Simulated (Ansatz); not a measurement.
# MnS: experiment and calculation

**The experiment to reproduce.**

From “Structural Investigations of α-MnS Nanocrystals and Thin Films Synthesized from Manganese(II) Xanthates by Hot Injection, Solvent-Less Thermolysis, and Doctor Blade Routes”, 2021, pmc:8552351, for a bulk crystal of MnS: lattice constant a 5.615 Å.

The runs below are set against these values where they give the same quantity.

Theory: DFT PBE, scalar-relativistic, plane waves, PAW in Ansatz 0.2.0.

Cutoff 420 eV; k points 14×14×14 on the computed 2-atom cell (Γ-centred); Gaussian smearing, width 0.10 eV; collinear spin from starting moments 4.63 0.14 μB.

Relaxed structure, symmetry kept:

```cif
data_structure
_symmetry_space_group_name_H-M 'P 1'
_symmetry_Int_Tables_number 1
_cell_length_a 3.9913
_cell_length_b 3.9913
_cell_length_c 3.9913
_cell_angle_alpha 60.000
_cell_angle_beta 60.000
_cell_angle_gamma 60.000
_cell_volume 44.96
loop_
_atom_site_label
_atom_site_type_symbol
_atom_site_fract_x
_atom_site_fract_y
_atom_site_fract_z
_atom_site_occupancy
Mn1 Mn 0.00000 0.00000 0.00000 1
S1 S 0.75000 0.75000 0.75000 1
```

| Item | Value |
| --- | --- |
| Space group | F-43m (No. 216) |
| Volume per atom | 151.7 bohr³ |
| Formation energy from the elements' standard states (uncorrected) | -0.465 eV/atom |
| Kohn–Sham band gap | none (metal) |
| Density of states at the Fermi level | 0.17 states/eV per cell (so small that it hangs on the mesh: a semimetal, or crossings between mesh points) |
| Löwdin character within 0.5 eV of the Fermi level | Mn 3d 76 %, S 3p 14 %, unprojected 9 % |
| Bader charges (e) | Mn (1 in the cell) 1.15, S (1 in the cell) -1.15 |
| Total moment | 4.97 μB per cell |
| Site moments (μB; atoms counted from 1 over the whole cell) | Mn (atom 1) 4.21, S (atom 2) 0.13 |

Only this magnetic start was tried.

Against the measured lattice constant a of MnS, 5.615 Å (quoted in the paper above), the calculated 5.644 Å is off by +0.5 %. The calculation is for 0 K without zero-point motion. The calculated magnetic order may not be the real one, and cell, gap and energy hang on it, so these differences aren't the functional's alone.

This zinc-blende form isn't the usual stable structure of the compound.